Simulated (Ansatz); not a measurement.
## GaAs under changes of volume

One of the cells (22.590 Å³/atom); the others are scaled copies at fixed shape and fractional positions:

```
As Ga
1.0
     0.00000    2.82685    2.82685
     2.82685    0.00000    2.82685
     2.82685    2.82685    0.00000
As Ga
1 1
Direct
  0.75000 0.75000 0.75000
  0.00000 0.00000 0.00000
```

```yaml
Program: Ansatz 0.2.0
Functional: revPBE
Dispersion: D4
Potentials_or_basis: Ansatz PAW
Cutoff: "420 eV (not typed: the program's choice for these potentials)"
k_mesh: 8 × 8 × 8
Occupations: fermi-dirac, width 0.05 eV
Spin: no spin polarisation
```

```tsv
volume (Å³/atom)	energy over the lowest point (meV/atom)	pressure (GPa)	gap on the mesh (eV)
21.234	14.42	4.3	1.08
21.686	4.88	2.5	0.92
22.138	0.26	0.8	0.76
22.590	0.00	-0.6	0.61
23.041	?	?	?
23.493	10.79	-3.1	0.32
23.945	21.01	-4.1	0.18
```

Q: What does the run at 23.041 Å³/atom give?

A: Energy over the lowest point 3.65 meV/atom; pressure -1.9 GPa; gap on the mesh 0.46 eV.

Worked out: A Birch-Murnaghan fit of order 3 (a polynomial in V^(-2/3)) to the other rows has its minimum at 22.39 Å³/atom with B0 = V·E''(V) = 72 GPa and B' = 4.7. It gives 3.65 meV/atom at 23.041 Å³/atom, against the run's 3.65, and -dE/dV = -1.9 GPa, against -1.9. A straight line through the other rows of the gap, of slope -7.48 eV per unit of ln V (its deformation potential), gives 0.47 eV, against the run's 0.46.

Energies are extrapolated to zero smearing.

Caveats: the PAW data sets come from PBE, with cores solved anew for the run's functional, which leaves a small shift of forces and pressure.

A mesh can miss the band edges. Spin-orbit coupling on As, Ga is left out.
